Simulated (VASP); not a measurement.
Runs of VASP 6.6.1 on HgSe. It takes space group F-43m (No. 216, cubic). Conventional cell: a = 6.078 Å, b = 6.078 Å, c = 6.078 Å, α = 90.00°, β = 90.00°, γ = 90.00°. Around Hg (site symmetry -43m) lie 4 Se at 2.63 Å. Around Se (site symmetry -43m) lie 4 Hg at 2.63 Å. 

| task | level | spin | cell | k mesh | cutoff (eV) | smearing | grid for exact exchange (PRECFOCK) | screening parameter | mesh quality | gap on the mesh (eV) | pressure (GPa) | relaxed volume (Å³/atom) |
| --- | --- | --- | --- | --- | --- | --- | --- | --- | --- | --- | --- | --- |
| single point | HSE06 | SOC, no magnetisation | as given | 4 × 4 × 4 | 520 | fermi-dirac 0.05 eV | Fast | 0.2 1/A | coarse | - | 3.0 | - |
| relaxation of cell and atoms | HSEsol | off | relaxed | 4 × 4 × 4 | 600 | fermi-dirac 0.05 eV | Fast | - | coarse | none | 0.0 | (b) |
| single point | PBE | off | as given | 8 × 8 × 8 | 520 | gaussian 0.017 eV | - | - | not flagged | none | (a) | - |
| band structure | HSE06 | off | as given | 4 × 4 × 4 | 520 | fermi-dirac 0.05 eV | Normal | 0.2 1/A | coarse | - | 3.4 | - |
| relaxation of cell and atoms | HSE06 | off | relaxed | 4 × 4 × 4 | 600 | fermi-dirac 0.05 eV | Fast | 0.2 1/A | coarse | none | 0.0 | 29.78 |

Alike in all rows: potentials or basis VASP PAW PBE potentials, release 64 (Hg, Se).

Problem. Fill in the values left out.

Solution. (a) 5.0; (b) 28.68.

Caveats: some runs use coarse meshes; the PAW data sets were made with another functional, which shifts forces and pressure a little (some runs); spin-orbit coupling is left out, which moves the levels of the heavy elements (some runs).

A k mesh can miss the band edges, and rows without SOC leave out spin-orbit coupling on Hg, Se.

A gap of «none» marks a metal or a gap under the smearing width.
